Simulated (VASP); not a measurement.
Data:

```yaml
crystal:
  lattice:
    - [0.00000, 3.08412, 3.08412]
    - [3.08412, 0.00000, 3.08412]
    - [3.08412, 3.08412, 0.00000]
  atoms:
    - { symbol: Al, position: [0.00000, 0.00000, 0.00000] }
    - { symbol: Sb, position: [0.25000, 0.25000, 0.25000] }
```

All values below come from PBEsol GGA, VASP's PBE PAW potentials (set 64) (plane waves; VASP). Run with 400 eV cut-off, Gaussian smearing of 0.050 eV, potentials Al Sb.

Unless said otherwise, spin-orbit coupling is left out, though it shifts the bands of the heavy elements here.

Q: Predict the band gap (along the path) with the smallest direct gap where there is one.

A: 
The band gap (along the path) comes out as 1.13 eV and the smallest direct gap (along the path) is 1.45 eV.

Only differences to runs with the same potentials and settings are physical.

The structure was generated: AlSb was put into the zinc blende type (F-43m), which need not be its known phase. It was relaxed first, which changed the volume by +8 %.
